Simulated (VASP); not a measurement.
# KBr (P1) in VASP: settings compared

One crystal, KBr, is run at these levels: PBE, LDA; tasks: relaxation of cell and atoms.

Everything below comes from runs of VASP 6.6.1. Logs are shortened: lines on timing, memory, paths and dates and some standing lists are left out, and cuts for length are marked.

### 1 The cell of the first run

The typed cell holds 4 atoms: a = 4.660 Å, b = 4.644 Å, c = 6.582 Å, α = 90.16°, β = 89.37°, γ = 90.06°.

### 2 Relaxation of cell and atoms, PBE

INCAR reads:

```
ALGO = Normal ; EDIFF = 1E-6
EDIFFG = -0.005 ; ENCUT = 600
GGA = PE ; IBRION = 2
ISIF = 3 ; ISMEAR = 0
LASPH = True ; LCHARG = False
LREAL = False ; LWAVE = False
NELM = 100 ; NSW = 40
PREC = Accurate ; SIGMA = 0.05
```

KPOINTS reads:

```
k-points
0
Gamma
  6 6 4
```

POSCAR reads:

```
KBr
1.0
    0.0254444900     -3.2965454400     -3.2933722600
   -0.0065294300      3.2850425500     -3.2818693700
    6.5822389800     -0.0319739200     -0.0189150500
K Br
2 2
Direct
    0.5005134100      0.4962911700      0.4986202800
    0.0026640300      0.0021387700      0.9973612300
    0.5023771000      0.4953025200      0.0023670000
    0.9944454600      0.0062675400      0.5016514900
```

Potentials or basis: VASP PAW PBE potentials, release 64 (K_sv, Br).

Command:

```
cat potpaw_PBE.64/K_sv/POTCAR potpaw_PBE.64/Br/POTCAR > POTCAR
mpirun -np 1 vasp_std > vasp.out
```

OUTCAR:

```text
EDIFF = 1E-6
   EDIFFG = -0.005
   ENCUT = 600
   GGA = PE
   IBRION = 2
   ISIF = 3
   ISMEAR = 0
   LASPH = True
   LREAL = False
   NELM = 100
   NSW = 40
   PREC = Accurate

 ion  position               nearest neighbor table
   1  0.501  0.496  0.499-   4 3.24   3 3.27   4 3.28   4 3.30
   2  0.003  0.002  0.997-   4 3.26   3 3.26   3 3.27
   3  0.502  0.495  0.002-   2 3.26   1 3.27   2 3.27
   4  0.994  0.006  0.502-   1 3.24   2 3.26   1 3.28   1 3.30

  LATTYP: Found a triclinic cell.
 ALAT       =     6.5823438151
 B/A-ratio  =     0.7079310399
 C/A-ratio  =     0.7054497932
 COS(alpha) =     0.0009723903
 COS(beta)  =     0.0028116039
 COS(gamma) =     0.0109276144

  Lattice vectors:

 A1 = (  -6.5822389800,   0.0319739200,   0.0189150500)
 A2 = (  -0.0254444900,   3.2965454400,   3.2933722600)
 A3 = (  -0.0065294300,   3.2850425500,  -3.2818693700)

Analysis of symmetry for initial positions (statically):
=====================================================================
 Subroutine PRICEL returns:
 Original cell was already a primitive cell.

 Routine SETGRP: Setting up the symmetry group for a
 triclinic supercell.

 Subroutine GETGRP returns: Found  1 space group operations
 (whereof  1 operations were pure point group operations)
 out of a pool of  2 trial point group operations.

The static configuration has the point symmetry C_1 .

Analysis of symmetry for dynamics (positions and initial velocities):
=====================================================================
 Subroutine PRICEL returns:
 Original cell was already a primitive cell.

 Routine SETGRP: Setting up the symmetry group for a
 triclinic supercell.

 Subroutine GETGRP returns: Found  1 space group operations
 (whereof  1 operations were pure point group operations)
 out of a pool of  2 trial point group operations.

The dynamic configuration has the point symmetry C_1 .

 Subroutine INISYM returns: Found  1 space group operations
 (whereof  1 operations are pure point group operations),
 and found     1 'primitive' translations

----------------------------------------------------------------------------------------

                                     Primitive cell

  volume of cell :     142.4200

  direct lattice vectors                    reciprocal lattice vectors
     0.025444490 -3.296545440 -3.293372260    -0.001173087 -0.151679367 -0.151823689
    -0.006529430  3.285042550 -3.281869370     0.000301557  0.152206750 -0.152351072
     6.582238980 -0.031973920 -0.018915050     0.151928822  0.000737322  0.000435765

  length of vectors
     4.659845502  4.643513083  6.582343815     0.214612299  0.215355137  0.151931237

  position of ions in fractional coordinates (direct lattice)
     0.500513410  0.496291170  0.498620280
     0.002664030  0.002138770  0.997361230
     0.502377100  0.495302520  0.002367000
     0.994445460  0.006267540  0.501651490

  ion indices of the primitive-cell ions
   primitive index   ion index
                 1           1
                 2           2
                 3           3
                 4           4

----------------------------------------------------------------------------------------

 KPOINTS: k-points

Automatic generation of k-mesh.
 Grid dimensions read from file:
 generate k-points for:    6    6    4

 Generating k-lattice:

  Cartesian coordinates                     Fractional coordinates (reciprocal lattice)
    -0.000195514 -0.025279894 -0.025303948     0.166666667  0.000000000  0.000000000
     0.000050259  0.025367792 -0.025391845    -0.000000000  0.166666667 -0.000000000
     0.037982206  0.000184330  0.000108941     0.000000000 -0.000000000  0.250000000

  Length of vectors
     0.035768716  0.035892523  0.037982809

  Shift w.r.t. Gamma in fractional coordinates (k-lattice)
     0.000000000  0.000000000  0.000000000

 Subroutine IBZKPT returns following result:
 ===========================================

 Found     76 irreducible k-points:

 Following reciprocal coordinates:
            Coordinates               Weight
  0.000000  0.000000  0.000000      1.000000
  0.166667 -0.000000 -0.000000      2.000000
  0.333333 -0.000000 -0.000000      2.000000
  0.500000 -0.000000 -0.000000      1.000000
 -0.000000  0.166667  0.000000      2.000000
  0.166667  0.166667 -0.000000      2.000000
[... 16 lines left out ...]
  0.333333 -0.000000  0.250000      2.000000
  0.500000  0.000000  0.250000      2.000000
 [... further k-points ...]
   k-points           NKPTS =     76   k-points in BZ     NKDIM =     76   number of bands    NBANDS=     20
   number of dos      NEDOS =    301   number of ions     NIONS =      4
   total plane-waves  NPLWV =  86400
   dimension x,y,z NGX =    40 NGY =   40 NGZ =   54
   dimension x,y,z NGXF=    80 NGYF=   80 NGZF=  108
   ions per type =               2   2
   NGX,Y,Z   is equivalent  to a cutoff of  14.27, 14.32, 13.64 a.u.
   NGXF,Y,Z  is equivalent  to a cutoff of  28.54, 28.64, 27.28 a.u.
 SYSTEM =  unknown system
   PREC   = accura    normal or accurate (medium, high low for compatibility)
   ISTART =      0    job   : 0-new  1-cont  2-samecut
   ICHARG =      2    charge: 1-file 2-atom 10-const
   ISPIN  =      1    spin polarized calculation?
   LNONCOLLINEAR =      F non collinear calculations
   LSORBIT =      F    spin-orbit coupling
   LASPH  =      T    aspherical Exc in radial PAW
   ENCUT  =  600.0 eV  44.10 Ry    6.64 a.u.   9.31  9.27 13.15*2*pi/ulx,y,z
   NELM   =    100;   NELMIN=  2; NELMDL= -5     # of ELM steps
   EDIFF  = 0.1E-05   stopping-criterion for ELM
   LREAL  =      F    real-space projection
   EDIFFG = -.5E-02   stopping-criterion for IOM
   NSW    =     40    number of steps for IOM
   IBRION =      2    ionic relax: 0-MD 1-quasi-New 2-CG
   NFREE  =      1    steps in history (QN), initial steepest desc. (CG)
   ISIF   =      3    stress and relaxation
   ISYM   =      2    0-nonsym 1-usesym 2-fastsym
   POTIM  = 0.5000    time-step for ionic-motion
   TEBEG  =    0.0;   TEEND  =   0.0 temperature during run
   PSTRESS=    0.0 pullay stress
   NELECT =      32.0000    total number of electrons
   NUPDOWN=      -1.0000    fix difference up-down
   EMIN   =  10.00;   EMAX   =-10.00  energy-range for DOS
   EFERMI =   0.00;   METHOD = LEGACY
   ISMEAR =     0;   SIGMA  =   0.05  broadening in eV -4-tet -1-fermi 0-gaus
   EFERMI_NEDOS =   21; number of points for ismear=-14 and -15
   IALGO  =     38    algorithm
   IMIX   =      4    mixing-type and parameters
     AMIX     =   0.40;   BMIX     =  1.00
     AMIX_MAG =   1.60;   BMIX_MAG =  1.00
  volume/ion in A,a.u.               =      35.60       240.27
  Fermi-wavevector in a.u.,A,eV,Ry     =   0.995255  1.880760 13.477022  0.990533
  Thomas-Fermi vector in A             =   2.127263
   LORBIT       =      0    0 simple, 1 ext, 2 COOP (PROOUT), +10 PAW based schemes
   GGA     = PE    functional components
   LHFCALC =     F    Hartree Fock is set to
   AEXX    =    0.0000 exact exchange contribution
   IVDW    =     0    specifies the selected vdW correction
   LEPSILON=     F    determine dielectric tensor
   LRPA    =     F    only Hartree local field effects (RPA)
 conjugate gradient relaxation of ions
 non-spin polarized calculation
 Gauss-broadening in eV      SIGMA  =   0.05
  energy-cutoff  :      600.00
  volume of cell :      142.42
 maximum number of plane-waves:      4783
 NGX is ok and might be reduce to    40
   NGX = 19   NGY = 19   NGZ = 27

--------------------------------------- Ionic step        1  -------------------------------------------

 number of electron      32.0000001 magnetization

 Free energy of the ion-electron system (eV)
  ---------------------------------------------------
  ext. energy  EPLUGINS =         0.00000000
  ---------------------------------------------------
  free energy    TOTEN  =       -12.41923200 eV

  energy without entropy =      -12.41923200  energy(sigma->0) =      -12.41923200

------------------------ aborting loop because EDIFF is reached ----------------------------------------

  FORCE on cell =-STRESS in cart. coord.  units (eV):
  Direction    XX          YY          ZZ          XY          YZ          ZX
  --------------------------------------------------------------------------------------
  -------------------------------------------------------------------------------------
  Total        0.8265953      0.8445683      0.8492246      0.0407084     -0.0132298      0.0245260
  in kB        9.2989223      9.5011124      9.5534935      0.4579559     -0.1488304      0.2759089
  external PRESSURE =       9.4511761 kB  Pullay stress =       0.0000000 kB
[... 95 lines left out ...]
  FREE ENERGIE OF THE ION-ELECTRON SYSTEM (eV)
  ---------------------------------------------------
  free  energy   TOTEN  =       -12.4452154428 eV

  energy  without entropy=      -12.4452154428  energy(sigma->0) =      -12.44521544

[... ionic steps 4 to 15 ...]

--------------------------------------- Ionic step       16  -------------------------------------------

 number of electron      31.9999994 magnetization

------------------------ aborting loop because EDIFF is reached ----------------------------------------

  FORCE on cell =-STRESS in cart. coord.  units (eV):
  Direction    XX          YY          ZZ          XY          YZ          ZX
  --------------------------------------------------------------------------------------
  -------------------------------------------------------------------------------------
  Total       -0.0162682     -0.0148782     -0.0131739     -0.0053207      0.0017532     -0.0032749
  in kB       -0.1723263     -0.1576026     -0.1395495     -0.0563616      0.0185718     -0.0346905
  external PRESSURE =      -0.1564928 kB  Pullay stress =       0.0000000 kB
[... 61 lines left out ...]
  energy  without entropy=      -12.4470738351  energy(sigma->0) =      -12.44707384

--------------------------------------- Ionic step       18  -------------------------------------------

 number of electron      31.9999994 magnetization

 Free energy of the ion-electron system (eV)
  ---------------------------------------------------
  ext. energy  EPLUGINS =         0.00000000
  ---------------------------------------------------
  free energy    TOTEN  =       -12.44707887 eV

  energy without entropy =      -12.44707887  energy(sigma->0) =      -12.44707887

 E-fermi :  -1.6670     XC(G=0):  -7.1768

 val. band max:       -1.9264227614   @ k =   0.0000   0.0000   0.0000
 cond. band min:       2.3785142700   @ k =   0.0000   0.0000   0.0000
 fundamental gap:      4.3049370313
 Fermi energy:        -1.6669615631

 k-point     1 :       0.0000    0.0000    0.0000
  band No.  band energies     occupation
      1     -29.8165      2.00000
      2     -29.8110      2.00000
      3     -14.1630      2.00000
      4     -14.0776      2.00000
      5     -13.3637      2.00000
      6     -13.3196      2.00000
[... 12 lines left out ...]
     19       5.0923      0.00000
[... 513 lines left out ...]
      4     -14.2975      2.00000
      5     -13.3070      2.00000
      6     -13.3061      2.00000
[... 12 lines left out ...]
     19       5.8376      0.00000
     20       5.8597      0.00000

 [... further k-points ...]

------------------------ aborting loop because EDIFF is reached ----------------------------------------

  FORCE on cell =-STRESS in cart. coord.  units (eV):
  Direction    XX          YY          ZZ          XY          YZ          ZX
  --------------------------------------------------------------------------------------
  -------------------------------------------------------------------------------------
  Total        0.0131273      0.0126023      0.0116313     -0.0044835      0.0014188     -0.0027660
  in kB        0.1393153      0.1337438      0.1234395     -0.0475822      0.0150571     -0.0293545
  external PRESSURE =       0.1321662 kB  Pullay stress =       0.0000000 kB
[... 19 lines left out ...]
  FREE ENERGIE OF THE ION-ELECTRON SYSTEM (eV)
  ---------------------------------------------------
  free  energy   TOTEN  =       -12.4470788677 eV

  energy  without entropy=      -12.4470788677  energy(sigma->0) =      -12.44707887

 reached required accuracy - stopping structural energy minimisation
```

Wall time 17 min (1 thread of Intel Xeon 6975P-C (Granite Rapids), shared host); peak memory 0.47 GiB.

Results:

```yaml
Free_energy: -12.4471 eV
Relaxed_volume: 37.74 Å³/atom
Relaxed_cell: a = 4.743 Å, b = 4.745 Å, c = 6.708 Å, α = 89.99°, β = 90.05°, γ = 90.00°
Space_group_after_relaxing_to_0.05_Å: Fm-3m (No. 225)
Energy_gained_by_relaxing: 7.0 meV/atom
Ionic_steps: 18
Pressure_after_relaxing: 0.0 GPa
Largest_force_after_relaxing: 0.005 eV/Å
Band_gap_on_the_k_mesh: 4.30 eV
```

Forces in eV/Å, atoms in the order of the input:
```
K   -0.001 -0.004 -0.001
K    0.001  0.004  0.000
Br  -0.001  0.002  0.002
Br   0.001 -0.002 -0.002
```

The path:
```
step  energy change (eV)  largest force (eV/Å)  pressure (GPa)  volume (Å³)
   1              0.0000                0.0856            0.95       142.42
   2             -0.0195                0.0658            0.43       146.79
   3             -0.0260                0.0478           -0.05       151.78
   4             -0.0260                0.0490           -0.02       151.42
   5             -0.0264                0.0434           -0.01       151.37
   6             -0.0273                0.0269            0.00       151.21
   7             -0.0277                0.0119            0.02       150.89
   8             -0.0278                0.0058            0.01       150.99
   9             -0.0278                0.0055            0.01       150.98
  10             -0.0278                0.0079            0.02       150.94
  11             -0.0278                0.0056            0.01       150.97
  12             -0.0278                0.0050            0.00       151.19
  13             -0.0278                0.0053            0.00       151.24
  14             -0.0278                0.0056           -0.02       151.33
  15             -0.0278                0.0054           -0.02       151.28
  16             -0.0278                0.0053           -0.02       151.25
  17             -0.0278                0.0054           -0.02       151.24
  18             -0.0278                0.0046            0.01       150.97
```

Final structure:
```yaml
crystal:
  lattice:
    - [-0.00224, -3.35387, -3.35401]
    - [0.00052, 3.35486, -3.35501]
    - [6.70838, 0.00274, 0.00170]
  atoms:
    - { symbol: K, position: [0.49822, 0.50096, 0.50013] }
    - { symbol: K, position: [0.00176, 0.99904, 0.99989] }
    - { symbol: Br, position: [0.50163, 0.49933, 0.00009] }
    - { symbol: Br, position: [0.99839, 0.00067, 0.49988] }
```

Levels at points of the mesh, in eV from the valence-band top:
```csv
k point,band 12,band 13,band 14,band 15,band 16,band 17,band 18,band 19,band 20
"(0.00, 0.00, 0.00)",-0.27,-0.27,0.00,0.00,0.00,4.30,5.91,7.02,7.59
"(0.50, 0.00, 0.00)",-0.84,-0.38,-0.37,-0.29,-0.28,6.71,6.71,7.39,7.42
"(0.00, 0.50, 0.00)",-0.84,-0.38,-0.37,-0.29,-0.28,6.71,6.71,7.40,7.41
"(0.50, 0.50, 0.00)",-0.76,-0.27,-0.27,-0.27,-0.27,5.91,5.91,7.02,7.02
"(0.00, 0.00, 0.50)",-0.65,-0.15,-0.15,-0.15,-0.15,5.72,5.73,6.55,6.56
"(0.50, 0.00, 0.50)",-1.09,-0.30,-0.30,-0.30,-0.29,6.48,6.48,8.04,8.05
"(0.00, 0.50, 0.50)",-1.09,-0.30,-0.30,-0.30,-0.30,6.48,6.48,8.05,8.05
"(0.50, 0.50, 0.50)",-0.55,-0.55,-0.55,-0.49,-0.49,7.32,7.33,7.33,7.33
```

A k mesh can miss the band edges. Zero-point motion and thermal expansion aren't in these numbers.

### 3 Relaxation of cell and atoms, LDA

INCAR reads:

```
ALGO = Normal
EDIFF = 1E-6
EDIFFG = -0.02
ENCUT = 600
IBRION = 2
ISIF = 3
ISMEAR = 0
LASPH = T
LCHARG = F
LREAL = F
LWAVE = F
NELM = 80
NSW = 40
PREC = Accurate
SIGMA = 0.05
```

KPOINTS is that of step 2.

POSCAR is that of step 2.

Potentials or basis: VASP PAW LDA potentials, release 64 (K_sv, Br).

Command:

```
cat potpaw_LDA.64/K_sv/POTCAR potpaw_LDA.64/Br/POTCAR > POTCAR
mpirun -np 1 vasp_std > vasp.out
```

It took 8.7 min on 1 thread of Intel Xeon 6975P-C (Granite Rapids), shared host; peak memory 0.41 GiB.

The run converged. Its results:

```yaml
Free_energy: -13.6699 eV
Relaxed_volume: 32.45 Å³/atom
Relaxed_cell: a = 4.514 Å, b = 4.509 Å, c = 6.377 Å, α = 90.05°, β = 89.81°, γ = 89.99°
Space_group_after_relaxing_to_0.05_Å: Fm-3m (No. 225)
Energy_gained_by_relaxing: 16.4 meV/atom
Ionic_steps: 8
Pressure_after_relaxing: 0.0 GPa
Largest_force_after_relaxing: 0.006 eV/Å
Band_gap_on_the_k_mesh: 4.31 eV
```

Forces on the atoms (eV/Å):
```
K   -0.001 -0.005  0.000
K    0.003  0.006  0.000
Br  -0.003  0.002  0.002
Br   0.001 -0.003 -0.002
```

The path:
```tsv
step	energy change (eV)	largest force (eV/Å)	pressure (GPa)	volume (Å³)
1	0.0000	0.0662	-1.45	142.42
2	-0.0472	0.0750	-0.79	135.87
3	-0.0627	0.0810	-0.05	130.36
4	-0.0628	0.0814	0.02	129.90
5	-0.0638	0.0655	0.03	129.88
6	-0.0654	0.0258	0.03	129.83
7	-0.0642	0.0597	0.05	129.73
8	-0.0656	0.0062	0.02	129.80
```

Final structure:
```
CELL_PARAMETERS angstrom
0.00761 -3.19188 -3.19256
-0.00203 3.18776 -3.18843
6.37714 -0.00966 -0.00560
ATOMIC_POSITIONS crystal
K 0.49785 0.50119 0.50023
K 0.00222 0.99877 0.99966
Br 0.50213 0.49898 0.00035
Br 0.99779 0.00106 0.49975
```

Levels at points of the mesh, in eV from the valence-band top:
| k point | band 12 | band 13 | band 14 | band 15 | band 16 | band 17 | band 18 | band 19 | band 20 |
| --- | --- | --- | --- | --- | --- | --- | --- | --- | --- |
| (0.00, 0.00, 0.00) | -0.34 | -0.34 | -0.01 | 0.00 | 0.00 | 4.31 | 5.41 | 7.24 | 7.32 |
| (0.50, 0.00, 0.00) | -1.15 | -0.51 | -0.48 | -0.44 | -0.43 | 6.92 | 6.92 | 7.25 | 7.30 |
| (0.00, 0.50, 0.00) | -1.16 | -0.50 | -0.49 | -0.44 | -0.43 | 6.92 | 6.93 | 7.26 | 7.28 |
| (0.50, 0.50, 0.00) | -0.97 | -0.34 | -0.34 | -0.33 | -0.33 | 5.41 | 5.41 | 7.24 | 7.24 |
| (0.00, 0.00, 0.50) | -0.90 | -0.20 | -0.20 | -0.20 | -0.20 | 5.91 | 5.91 | 6.14 | 6.14 |
| (0.50, 0.00, 0.50) | -1.48 | -0.46 | -0.45 | -0.45 | -0.45 | 6.46 | 6.46 | 8.28 | 8.29 |
| (0.00, 0.50, 0.50) | -1.48 | -0.46 | -0.46 | -0.45 | -0.45 | 6.46 | 6.46 | 8.29 | 8.29 |
| (0.50, 0.50, 0.50) | -0.71 | -0.71 | -0.71 | -0.69 | -0.69 | 7.18 | 7.18 | 7.19 | 7.19 |

LDA usually gives volumes a few per cent too small. Zero-point motion and thermal expansion aren't in these numbers.
